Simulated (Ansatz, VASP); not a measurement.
**Sc in VASP and in Ansatz**

The input INCAR:

```
PREC = Accurate
ENCUT = 520
EDIFF = 1E-8
ISMEAR = -1
SIGMA = 0.03
LREAL = False
LASPH = True
NELM = 100
ALGO = Normal
ISIF = 2
LWAVE = False
LCHARG = False
GGA = CA
LEFG = True
NBANDS = 18
```

The input KPOINTS:

```
Automatic mesh
0
Gamma
  13 13 7
```

File POSCAR:

```
Sc
1.0
    3.2412524567      0.0000000000      0.0000000000
   -1.6206262283      2.8070069676      0.0000000000
    0.0000000000      0.0000000000      5.1604596207
Sc
2
Direct
    0.3333333333      0.6666666667      0.2500000000
    0.6666666667      0.3333333333      0.7500000000
```

Input for Ansatz:

```yaml
crystal:
  lattice:
    - [3.2412524567, 0.0, 0.0]
    - [-1.6206262283, 2.8070069676, 0.0]
    - [0.0, 0.0, 5.1604596207]
  atoms:
    - { symbol: Sc, position: [0.3333333333, 0.6666666667, 0.25] }
    - { symbol: Sc, position: [0.6666666667, 0.3333333333, 0.75] }
kpoints:
  mp_grid: { grid: [13, 13, 7] }
scf:
  occupations: { method: fermi_dirac, width: 0.03 }
hamiltonian:
  xc: lda
  pseudopotentials: { kind: paw }
output:
  forces: true
  stress: true
  eigenvalues: true
  efg: { contact_densities: true }
  write_density: true
  write_potential: true
  elf: true
  volumetric_format: npy
```

Change from the starting cell: volume scaled by 0.94, PAW files.

Alike in both runs: task electric field gradients; functional LDA; k mesh 13 × 13 × 7; occupations fermi-dirac, width 0.03 eV; no spin polarisation.

|  | VASP | Ansatz |
| --- | --- | --- |
| version | VASP 6.6.1 | Ansatz 0.2.0 |
| potentials or method | VASP PAW LDA potentials, release 64 (Sc_sv) | PAW with Ansatz's default frozen-core files, scalar-relativistic |
| plane-wave cutoff (eV) | 520 | 420 |
| valence electrons in the cell | 22 | 22 |

VASP gave:

| Quantity | Value |
| --- | --- |
| pressure (GPa) | -2.2 |
| largest component of the traceless stress (GPa) | 1.42 |
| Vzz of the field gradient on the site that differs most (V/Å²) | 11.5 |

Q: Estimate Ansatz's values.

A: Pressure (GPa): -2.3; largest component of the traceless stress (GPa): 1.42; Vzz of the field gradient on the site that differs most (V/Å²): 10.5.
